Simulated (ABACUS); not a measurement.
# SiC (Moissanite 6H) (P6_3mc) in ABACUS: reference runs

How does SiC (Moissanite 6H) come out in PBE? The cell is run as given and disturbed.

All numbers are computed with ABACUS 3.10.1; they aren't measurements. Logs are shortened: lines on timing, memory, paths and dates and some standing lists are left out, and cuts for length are marked.

### Step 1. Starting point

The structure is hexagonal, space group P6_3mc (No. 186). Conventional cell: a = 3.095 Å, b = 3.095 Å, c = 15.170 Å, α = 90.00°, β = 90.00°, γ = 120.00°. Around Si (site symmetry 3m) lie 4 C at 1.90 Å. Si (site symmetry 3m) is surrounded by 4 C at 1.90 Å. Si (site symmetry 3m) is surrounded by 4 C at 1.90 Å. C (site symmetry 3m) is surrounded by 4 Si at 1.90 Å. Around C (site symmetry 3m) lie 4 Si at 1.90 Å. C (site symmetry 3m) is surrounded by 4 Si at 1.90 Å.

### Step 2. Single point, PBE

INPUT

```
INPUT_PARAMETERS
suffix              SiC
calculation         scf
basis_type          pw
pseudo_dir          ./
symmetry            1
dft_functional      pbe
ecutwfc             82
pseudo_rcut         7
nspin               1
nbands              29
ks_solver           dav
smearing_method     fd
smearing_sigma      0.00367493
scf_thr             1e-08
scf_nmax            100
mixing_type         broyden
mixing_beta         0.7
cal_force           1
cal_stress          1
out_chg             1
out_pot             2
out_elf             1
```

STRU

```
ATOMIC_SPECIES
Si 28.0850 Si.upf
C 12.0110 C.upf

LATTICE_CONSTANT
1.8897261246

LATTICE_VECTORS
3.0950000000 0.0000000000 0.0000000000
-1.5475000000 2.6803486247 0.0000000000
0.0000000000 0.0000000000 15.1700000000

ATOMIC_POSITIONS
Direct

Si
0.0
6
0.6666666667 0.3333333333 0.4583000000 1 1 1
0.3333333333 0.6666666667 0.9583000000 1 1 1
0.6666666667 0.3333333333 0.7917000000 1 1 1
0.3333333333 0.6666666667 0.2917000000 1 1 1
0.0000000000 0.0000000000 0.6250000000 1 1 1
0.0000000000 0.0000000000 0.1250000000 1 1 1

C
0.0
6
0.6666666667 0.3333333333 0.3333000000 1 1 1
0.3333333333 0.6666666667 0.8333000000 1 1 1
0.6666666667 0.3333333333 0.6667000000 1 1 1
0.3333333333 0.6666666667 0.1667000000 1 1 1
0.0000000000 0.0000000000 0.5000000000 1 1 1
0.0000000000 0.0000000000 0.0000000000 1 1 1
```

KPT

```
K_POINTS
0
Gamma
10 10 2 0 0 0
```

Potentials or basis: PseudoDojo NC SR 0.4.1 PBE standard, plane waves.

On the command line:

```
$ OMP_NUM_THREADS=1 mpirun -np 4 abacus > log
```

running log:

```text
ABACUS v3.10.1

               Atomic-orbital Based Ab-initio Computation at UStc

 ------------------------------------------------------------------------------------

 READING GENERAL INFORMATION
                           global_out_dir = OUT.SiC/
                           global_in_card = INPUT
                               pseudo_dir = ./
[... 8 lines left out ...]

 READING ATOM TYPE 1
                               atom label = Si
                      L=0, number of zeta = 1
                      L=1, number of zeta = 1
                      L=2, number of zeta = 1
             number of atom for this type = 6

 READING ATOM TYPE 2
                               atom label = C
                      L=0, number of zeta = 1
                      L=1, number of zeta = 1
                      L=2, number of zeta = 1
             number of atom for this type = 6

                        TOTAL ATOM NUMBER = 12
DIRECT COORDINATES
    atom                   x                   y                   z     mag                  vx                  vy                  vz
taud_Si1            0.6666666667        0.3333333333        0.4583000000  0.0000        0.0000000000        0.0000000000        0.0000000000
taud_Si2            0.3333333333        0.6666666667        0.9583000000  0.0000        0.0000000000        0.0000000000        0.0000000000
taud_Si3            0.6666666667        0.3333333333        0.7917000000  0.0000        0.0000000000        0.0000000000        0.0000000000
taud_Si4            0.3333333333        0.6666666667        0.2917000000  0.0000        0.0000000000        0.0000000000        0.0000000000
taud_Si5            0.0000000000        0.0000000000        0.6250000000  0.0000        0.0000000000        0.0000000000        0.0000000000
taud_Si6            0.0000000000        0.0000000000        0.1250000000  0.0000        0.0000000000        0.0000000000        0.0000000000
taud_C1            0.6666666667        0.3333333333        0.3333000000  0.0000        0.0000000000        0.0000000000        0.0000000000
taud_C2            0.3333333333        0.6666666667        0.8333000000  0.0000        0.0000000000        0.0000000000        0.0000000000
taud_C3            0.6666666667        0.3333333333        0.6667000000  0.0000        0.0000000000        0.0000000000        0.0000000000
taud_C4            0.3333333333        0.6666666667        0.1667000000  0.0000        0.0000000000        0.0000000000        0.0000000000
taud_C5            0.0000000000        0.0000000000        0.5000000000  0.0000        0.0000000000        0.0000000000        0.0000000000
taud_C6            0.0000000000        0.0000000000        0.0000000000  0.0000        0.0000000000        0.0000000000        0.0000000000

                          Volume (Bohr^3) = 849.247
                             Volume (A^3) = 125.845

 Lattice vectors: (Cartesian coordinate: in unit of a_0)
               +3.095                  +0                  +0
              -1.5475            +2.68035                  +0
                   +0                  +0              +15.17
 Reciprocal vectors: (Cartesian coordinate: in unit of 2 pi/a_0)
            +0.323102           +0.186543                  -0
                   -0           +0.373086                  -0
                   +0                  -0          +0.0659196
 The esolver type has been set to : ksdft_pw

                PAO radial cut off (Bohr) = 7

 Read in pseudopotential file is Si.upf
                     pseudopotential type = NC
          exchange-correlation functional = PBE
                 nonlocal core correction = 1
                        valence electrons = 4
                                     lmax = 2
                           number of zeta = 2
                     number of projectors = 6
                           L of projector = 0
                           L of projector = 0
                           L of projector = 1
                           L of projector = 1
                           L of projector = 2
                           L of projector = 2
                PAO radial cut off (Bohr) = 7

 Read in pseudopotential file is C.upf
                     pseudopotential type = NC
          exchange-correlation functional = PBE
                 nonlocal core correction = 1
                        valence electrons = 4
                                     lmax = 1
                           number of zeta = 2
                     number of projectors = 4
                           L of projector = 0
                           L of projector = 0
                           L of projector = 1
                           L of projector = 1
     initial pseudo atomic orbital number = 48

 SETUP THE ELECTRONS NUMBER
            electron number of element Si = 4
      total electron number of element Si = 24
             electron number of element C = 4
       total electron number of element C = 24
[... 96 lines left out ...]
                       right hand lattice = 1
                        ROTATION MATRICES = 24
                               nkstot_ibz = 28
K-POINTS REDUCTION ACCORDING TO SYMMETRY
     IBZ    DIRECT_X    DIRECT_Y    DIRECT_Z  WEIGHT  ibz2bz
       1  0.00000000  0.00000000  0.00000000  0.0050       0
       2 -0.10000000  0.10000000  0.00000000  0.0300       1
       3 -0.20000000  0.20000000  0.00000000  0.0300       2
       4 -0.30000000  0.30000000  0.00000000  0.0300       3
       5 -0.40000000  0.40000000  0.00000000  0.0300       4
       6  0.50000000  0.50000000  0.00000000  0.0150       5
[... 20 lines left out ...]
      27  0.40000000  0.40000000  0.50000000  0.0300     124
      28  0.40000000  0.30000000  0.50000000  0.0300     133

                               nkstot now = 28
[... K-POINTS DIRECT COORDINATES: 28 rows ...]

           k-point number in this process = 28
       minimum distributed K point number = 28
[... stars of the k points ...]

[... K-POINTS CARTESIAN COORDINATES: 28 rows ...]

[... K-POINTS DIRECT COORDINATES: 28 rows ...]

 SETUP PLANE WAVES FOR WAVE FUNCTIONS
     energy cutoff for wavefunc (unit:Ry) = 82
              fft grid for wave functions = [ 36, 36, 180 ]
                    number of plane waves = 14901
                         number of sticks = 241

 PARALLEL PW FOR WAVE FUNCTIONS
     PROC   COLUMNS(POT)             PW
        1             60           3724
        2             60           3720
        3             61           3737
        4             60           3720
 --------------- sum -------------------
        4            241          14901

 SETUP NONLOCAL PSEUDOPOTENTIALS IN PLANE WAVE BASIS
 Si non-local projectors:
 projector 1 L=0
 projector 2 L=0
 projector 3 L=1
 projector 4 L=1
 projector 5 L=2
 projector 6 L=2
 C non-local projectors:
 projector 1 L=0
 projector 2 L=0
 projector 3 L=1
 projector 4 L=1
      TOTAL NUMBER OF NONLOCAL PROJECTORS = 156

 Init Non-Local PseudoPotential table :
 Init Non-Local-Pseudopotential done.

                                     npwx = 2754

 Make real space PAO into reciprocal space.
       max mesh points in Pseudopotential = 701
     dq(describe PAO in reciprocal space) = 0.01
                                    max q = 1091

 number of pseudo atomic orbitals for Si is 2
WARNING: norm of atomic wavefunction # 1 of atomic type Si is 0.999875, renormalized
WARNING: norm of atomic wavefunction # 2 of atomic type Si is 0.996128, renormalized

 number of pseudo atomic orbitals for C is 2
WARNING: norm of atomic wavefunction # 1 of atomic type C is 0.999989, renormalized
WARNING: norm of atomic wavefunction # 2 of atomic type C is 0.999518, renormalized

 -------------------------------------------
 SELF-CONSISTENT
 -------------------------------------------
                                 init_chg = atomic

 PW ALGORITHM --------------- ION=   1  ELEC=   1--------------------------------

 Density error is 2.45603339663
                          Error Threshold = 0.01
----------------------------------------------------------
     Energy           Rydberg                 eV
----------------------------------------------------------
 E_KohnSham     -122.4824093532      -1666.4586719719
 E_Harris       -116.2064721784      -1581.0701661045
 E_Fermi        0.7104205591         9.6657675800
----------------------------------------------------------
[... 99 lines left out ...]
 Density error is 7.05194563022e-09
                          Error Threshold = 5.72235172361e-11
----------------------------------------------------------
     Energy           Rydberg                 eV
----------------------------------------------------------
 E_KohnSham     -123.2417389184      -1676.7898807182
 E_KS(sigma->0) -123.2417389184      -1676.7898807181
 E_Harris       -123.2413777260      -1676.7849664434
 E_band         12.2165499576        166.2146893254
 E_one_elec     32.8250578332        446.6078237117
 E_Hartree      14.1226111706        192.1479825584
 E_xc           -45.2286813472       -615.3677793484
 E_Ewald        -124.9607265750      -1700.1779076397
 E_entropy(-TS) -0.0000000000        -0.0000000002
 E_descf        0.0000000000         0.0000000000
 E_exx          0.0000000000         0.0000000000
 E_Fermi        0.7620734197         10.3685408020
----------------------------------------------------------

 charge density convergence is achieved
 final etot is -1676.7898807 eV
 EFERMI = 10.368540802 eV
The vacuum level is 7.3139713252 eV

 STATE ENERGY(eV) AND OCCUPATIONS    NSPIN == 1
 1/28 kpoint (Cartesian) = 0.0000 0.0000 0.0000 (2682 pws)
       1       -5.98407      0.0100000
       2       -5.47204      0.0100000
       3       -5.42737      0.0100000
       4       -3.95443      0.0100000
       5       -3.92213      0.0100000
       6       -2.45704      0.0100000
[... 176 lines left out ...]
      28        13.2461    3.04131e-27
      29        13.9428    2.70218e-33

[... levels at 22 further k points ...]

------------------------------------------------------------------------------------------
 TOTAL-FORCE (eV/Angstrom)
------------------------------------------------------------------------------------------
                       Si1         0.0000000000         0.0000000000         0.0530572384
                       Si2         0.0000000000         0.0000000000         0.0530572384
                       Si3         0.0000000000         0.0000000000         0.0250804773
                       Si4         0.0000000000         0.0000000000         0.0250804773
                       Si5         0.0000000000         0.0000000000         0.0429424477
                       Si6         0.0000000000         0.0000000000         0.0429424477
                        C1         0.0000000000         0.0000000000        -0.0144402479
                        C2         0.0000000000         0.0000000000        -0.0144402479
                        C3         0.0000000000         0.0000000000         0.0339306747
                        C4         0.0000000000         0.0000000000         0.0339306747
                        C5         0.0000000000         0.0000000000        -0.1405705902
                        C6         0.0000000000         0.0000000000        -0.1405705902
------------------------------------------------------------------------------------------

----------------------------------------------------------------
 TOTAL-STRESS (KBAR)
----------------------------------------------------------------
        -0.4573383518        -0.0000000000         0.0000000000
         0.0000000000        -0.4573383518        -0.0000000000
         0.0000000000         0.0000000000         7.2713621174
----------------------------------------------------------------
 TOTAL-PRESSURE: 2.118895 KBAR

 --------------------------------------------
 !FINAL_ETOT_IS -1676.7898807181668417 eV
 --------------------------------------------
```

Wall time 46 s (4 MPI ranks of Intel Xeon 6975P-C (Granite Rapids), shared host); peak memory 0.52 GiB.

Results:

- Free energy: -1676.7899 eV
- Pressure: 0.2 GPa
- Largest force: 0.141 eV/Å
- Band gap on the k mesh: 2.03 eV, indirect (least direct gap 3.12 eV)

Forces on the atoms (eV/Å):
```
Si   0.000  0.000  0.053
Si   0.000  0.000  0.053
Si   0.000  0.000  0.025
Si   0.000  0.000  0.025
Si   0.000  0.000  0.043
Si   0.000  0.000  0.043
C    0.000  0.000 -0.014
C    0.000  0.000 -0.014
C    0.000  0.000  0.034
C    0.000  0.000  0.034
C    0.000  0.000 -0.141
C    0.000  0.000 -0.141
```

Caveat: there are fewer bands than atomic start orbitals, so a level may be missed at k points of high symmetry. A k mesh can miss the band edges.

(Continued in part 2 of 2.)
